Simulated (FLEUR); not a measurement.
Here is a FLEUR MaX-R8.1 (later development tree) calculation.

File inp.xml:

```xml
<?xml version="1.0" encoding="UTF-8" standalone="no"?>
<fleurInput fleurInputVersion="0.39">
   <comment>
      Fe                                                                                                  
   </comment>
   <calculationSetup>
      <cutoffs Kmax="4.47" Gmax="13.9" GmaxXC="13.9" numbands="0"/>
      <scfLoop itmax="60" minDistance="0.00001" maxIterBroyd="15" imix="Anderson" alpha="0.05" precondParam="0.0" spinf="2.0" sdNocoIR="T"/>
      <coreElectrons ctail="F" frcor="F" kcrel="0" coretail_lmax="0"/>
      <xcFunctional name="LibXC" relativisticCorrections="F">
         <LibXCName exchange="mgga_x_scan" correlation="mgga_c_scan"/>
         <AuxGGA exchange="117" correlation="130"/>
      </xcFunctional>
      <magnetism jspins="2"/>
      <soc l_soc="F" theta="0.0" phi="0.0" spav="F"/>
      <expertModes spex="0" secvar="F"/>
      <geometryOptimization l_f="F" forcealpha="1.0" forcemix="BFGS" epsdisp="0.00001" epsforce="0.00001"/>
      <ldaU l_linMix="F" mixParam="0.05" spinf="1.0"/>
   </calculationSetup>
   <cell>
      <bzIntegration valenceElectrons="16.0" mode="hist" fermiSmearingEnergy="0.00183747">
         <kPointListSelection listName="default-1"/>
         <!-- k-points included here -->
         <xi:include xmlns:xi="http://www.w3.org/2001/XInclude" href="kpts.xml"> </xi:include>
      </bzIntegration>
      <!-- symmetry operations included here -->
      <xi:include xmlns:xi="http://www.w3.org/2001/XInclude" href="sym.xml"> </xi:include>
      <bulkLattice scale="1.0">
         <bravaisMatrix>
            <row-1>   -2.7268747977977998     2.7268747977977998     2.7268747977977998</row-1>
            <row-2>    2.7268747977977998    -2.7268747977977998     2.7268747977977998</row-2>
            <row-3>    2.7268747977977998     2.7268747977977998    -2.7268747977977998</row-3>
         </bravaisMatrix>
      </bulkLattice>
   </cell>
   <atomSpecies>
      <species name="Iron (Fe) 3.000" element="Fe" atomicNumber="26">
         <mtSphere radius="2.19" gridPoints="725" logIncrement="0.017"/>
         <atomicCutoffs lmax="9" lnonsphr="7"/>
         <electronConfig flipSpins="F">
            <coreConfig>(1s1/2) (2s1/2) (2p1/2) (2p3/2)</coreConfig>
            <valenceConfig>(3s1/2) (3p1/2) (3p3/2) (4s1/2) (3d3/2) (3d5/2)</valenceConfig>
            <stateOccupation state="(3d3/2)" spinUp="1.5" spinDown="0.9"/>
            <stateOccupation state="(3d5/2)" spinUp="3.0" spinDown="0.6"/>
         </electronConfig>
         <energyParameters s="4" p="4" d="3" f="4"/>
         <lo type="SCLO" l="0" n="3" eDeriv="0"/>
         <lo type="SCLO" l="1" n="3" eDeriv="0"/>
         <lo type="SCLO" l="1" n="3" eDeriv="1"/>
         <lo type="SCLO" l="2" n="3" eDeriv="2"/>
         <lo type="SCLO" l="3" n="4" eDeriv="2"/>
      </species>
   </atomSpecies>
   <atomGroups>
      <atomGroup species="Iron (Fe) 3.000">
         <relPos label="                   1">.0000000000 .0000000000 .0000000000</relPos>
         <force calculate="T" relaxXYZ="TTT"/>
      </atomGroup>
   </atomGroups>
   <output dos="F" band="F" slice="F">
      <checks vchk="F" cdinf="F"/>
      <bandDOS minEnergy="-.5*Htr" maxEnergy="0.5*Htr" sigma="0.015" storeEVData="T"/>
      <vacuumDOS vacdos="F" integ="F" star="F" nstars="0" locx1="0.0" locy1="0.0" locx2="0.0" locy2="0.0" nstm="0" tworkf="0.0"/>
      <unfoldingBand unfoldBand="F" supercellX="1" supercellY="1" supercellZ="1"/>
      <plotting iplot="0" polar="F">
         <plot TwoD="T" vec1="  1.0  0.0  0.0" vec2="  0.0  1.0  0.0" vec3="  0.0  0.0  1.0" zero="  0.0  0.0  0.0" file="plot"/>
      </plotting>
      <chargeDensitySlicing numkpt="0" minEigenval="0.0" maxEigenval="0.0" nnne="0" pallst="F"/>
      <specialOutput eonly="F"/>
      <moessbauerParams electricFieldGradient="T" isomerShift="T" coreHyperfine="T" valenceHyperfine="T"/>
      <magneticCircularDichroism mcd="F" energyLo="-10.0" energyUp="0.0"/>
   </output>
  <!-- We include the file relax.xml here to enable relaxations (see documentation) -->
  <xi:include xmlns:xi="http://www.w3.org/2001/XInclude" href="relax.xml"> <xi:fallback/> </xi:include>
</fleurInput>
```

File crystal.txt:

```
Fe
&input cartesian=F /
-1.4430000000  1.4430000000  1.4430000000
1.4430000000  -1.4430000000  1.4430000000
1.4430000000  1.4430000000  -1.4430000000
1.8897261246
1.0 1.0 1.0

1
26 0.0000000000  0.0000000000  0.0000000000 : 3.000

&kpt div1=13 div2=13 div3=13 gamma=T /
```

Contents of inp.xml (bands):

```
<?xml version="1.0" encoding="UTF-8" standalone="no"?>
<fleurInput fleurInputVersion="0.39">
   <comment>
      Fe                                                                                                  
   </comment>
   <calculationSetup>
      <cutoffs Kmax="4.47" Gmax="13.9" GmaxXC="13.9" numbands="0"/>
      <scfLoop itmax="60" minDistance="0.00001" maxIterBroyd="15" imix="Anderson" alpha="0.05" precondParam="0.0" spinf="2.0" sdNocoIR="T"/>
      <coreElectrons ctail="F" frcor="F" kcrel="0" coretail_lmax="0"/>
      <xcFunctional name="LibXC" relativisticCorrections="F">
         <LibXCName exchange="mgga_x_scan" correlation="mgga_c_scan"/>
         <AuxGGA exchange="117" correlation="130"/>
      </xcFunctional>
      <magnetism jspins="2"/>
      <soc l_soc="F" theta="0.0" phi="0.0" spav="F"/>
      <expertModes spex="0" secvar="F"/>
      <geometryOptimization l_f="F" forcealpha="1.0" forcemix="BFGS" epsdisp="0.00001" epsforce="0.00001"/>
      <ldaU l_linMix="F" mixParam="0.05" spinf="1.0"/>
   </calculationSetup>
   <cell>
      <bzIntegration valenceElectrons="16.0" mode="hist" fermiSmearingEnergy="0.00183747">
         <kPointListSelection listName="path-1"/>
         <!-- k-points included here -->
         <xi:include xmlns:xi="http://www.w3.org/2001/XInclude" href="kpts.xml"> </xi:include>
      </bzIntegration>
      <!-- symmetry operations included here -->
      <xi:include xmlns:xi="http://www.w3.org/2001/XInclude" href="sym.xml"> </xi:include>
      <bulkLattice scale="1.0">
         <bravaisMatrix>
            <row-1>   -2.7268747977977998     2.7268747977977998     2.7268747977977998</row-1>
            <row-2>    2.7268747977977998    -2.7268747977977998     2.7268747977977998</row-2>
            <row-3>    2.7268747977977998     2.7268747977977998    -2.7268747977977998</row-3>
         </bravaisMatrix>
      </bulkLattice>
   </cell>
   <atomSpecies>
      <species name="Iron (Fe) 3.000" element="Fe" atomicNumber="26">
         <mtSphere radius="2.19" gridPoints="725" logIncrement="0.017"/>
         <atomicCutoffs lmax="9" lnonsphr="7"/>
         <electronConfig flipSpins="F">
            <coreConfig>(1s1/2) (2s1/2) (2p1/2) (2p3/2)</coreConfig>
            <valenceConfig>(3s1/2) (3p1/2) (3p3/2) (4s1/2) (3d3/2) (3d5/2)</valenceConfig>
            <stateOccupation state="(3d3/2)" spinUp="1.5" spinDown="0.9"/>
            <stateOccupation state="(3d5/2)" spinUp="3.0" spinDown="0.6"/>
         </electronConfig>
         <energyParameters s="4" p="4" d="3" f="4"/>
         <lo type="SCLO" l="0" n="3" eDeriv="0"/>
         <lo type="SCLO" l="1" n="3" eDeriv="0"/>
         <lo type="SCLO" l="1" n="3" eDeriv="1"/>
         <lo type="SCLO" l="2" n="3" eDeriv="2"/>
         <lo type="SCLO" l="3" n="4" eDeriv="2"/>
      </species>
   </atomSpecies>
   <atomGroups>
      <atomGroup species="Iron (Fe) 3.000">
         <relPos label="                   1">.0000000000 .0000000000 .0000000000</relPos>
         <force calculate="T" relaxXYZ="TTT"/>
      </atomGroup>
   </atomGroups>
   <output dos="F" band="T" slice="F">
      <checks vchk="F" cdinf="F"/>
      <bandDOS minEnergy="-.5*Htr" maxEnergy="0.5*Htr" sigma="0.015" storeEVData="T"/>
      <vacuumDOS vacdos="F" integ="F" star="F" nstars="0" locx1="0.0" locy1="0.0" locx2="0.0" locy2="0.0" nstm="0" tworkf="0.0"/>
      <unfoldingBand unfoldBand="F" supercellX="1" supercellY="1" supercellZ="1"/>
      <plotting iplot="0" polar="F">
         <plot TwoD="T" vec1="  1.0  0.0  0.0" vec2="  0.0  1.0  0.0" vec3="  0.0  0.0  1.0" zero="  0.0  0.0  0.0" file="plot"/>
      </plotting>
      <chargeDensitySlicing numkpt="0" minEigenval="0.0" maxEigenval="0.0" nnne="0" pallst="F"/>
      <specialOutput eonly="F"/>
      <moessbauerParams electricFieldGradient="T" isomerShift="T" coreHyperfine="T" valenceHyperfine="T"/>
      <magneticCircularDichroism mcd="F" energyLo="-10.0" energyUp="0.0"/>
   </output>
  <!-- We include the file relax.xml here to enable relaxations (see documentation) -->
  <xi:include xmlns:xi="http://www.w3.org/2001/XInclude" href="relax.xml"> <xi:fallback/> </xi:include>
</fleurInput>
```

Potentials or basis: all-electron, FLAPW.

Launch:

```sh
$ inpgen -f crystal.txt -profile fastHighL
$ # inp.xml edited to the form shown
$ fleur_MPI
$ fleur_MPI   # second run, on inp.xml (bands)
```

Predict the net moment.

2.65 μB per cell.

What does it give for the site moments?

Fe +2.76 μB.

Estimate the band gap along the path.

none (metal or under the smearing width).

Levels at the corners of the path, in eV from the Fermi level:
Spin up:
| point | band 5 | band 6 | band 7 | band 8 | band 9 | band 10 | band 11 | band 12 | band 13 |
| --- | --- | --- | --- | --- | --- | --- | --- | --- | --- |
| Γ | -8.65 | -2.76 | -2.76 | -2.76 | -1.66 | -1.66 | 24.61 | 24.61 | 24.61 |
| H | -5.13 | -5.13 | -0.52 | -0.52 | -0.52 | 9.68 | 9.68 | 9.68 | 15.21 |
| N | -5.19 | -3.76 | -1.59 | -1.49 | -0.28 | 0.31 | 6.75 | 18.14 | 19.80 |
| Γ | -8.65 | -2.76 | -2.76 | -2.76 | -1.66 | -1.66 | 24.61 | 24.61 | 24.61 |
| P | -3.60 | -3.60 | -3.60 | -1.46 | -1.46 | 8.22 | 8.22 | 8.22 | 10.35 |
| H | -5.13 | -5.13 | -0.52 | -0.52 | -0.52 | 9.68 | 9.68 | 9.68 | 15.21 |
| P | -3.60 | -3.60 | -3.60 | -1.46 | -1.46 | 8.22 | 8.22 | 8.22 | 10.35 |
| N | -5.19 | -3.76 | -1.59 | -1.49 | -0.28 | 0.31 | 6.75 | 18.14 | 19.80 |
Spin down:
```
point  band 3  band 4  band 5  band 6  band 7  band 8  band 9  band 10
    Γ  -52.34  -52.34   -8.38    0.24    0.24    0.24    2.60     2.60
    H  -52.64  -52.64   -2.25   -2.25    3.05    3.05    3.05     9.75
    N  -52.48  -52.34   -3.24   -1.08    0.48    2.37    2.87     3.36
    Γ  -52.34  -52.34   -8.38    0.24    0.24    0.24    2.60     2.60
    P  -52.54  -52.54   -1.40   -1.40   -1.40    2.92    2.92     9.68
    H  -52.64  -52.64   -2.25   -2.25    3.05    3.05    3.05     9.75
    P  -52.54  -52.54   -1.40   -1.40   -1.40    2.92    2.92     9.68
    N  -52.48  -52.34   -3.24   -1.08    0.48    2.37    2.87     3.36
```

Caveat: the meta-GGA is that of a development version, with a GGA for the radial functions and cores and without core tails.
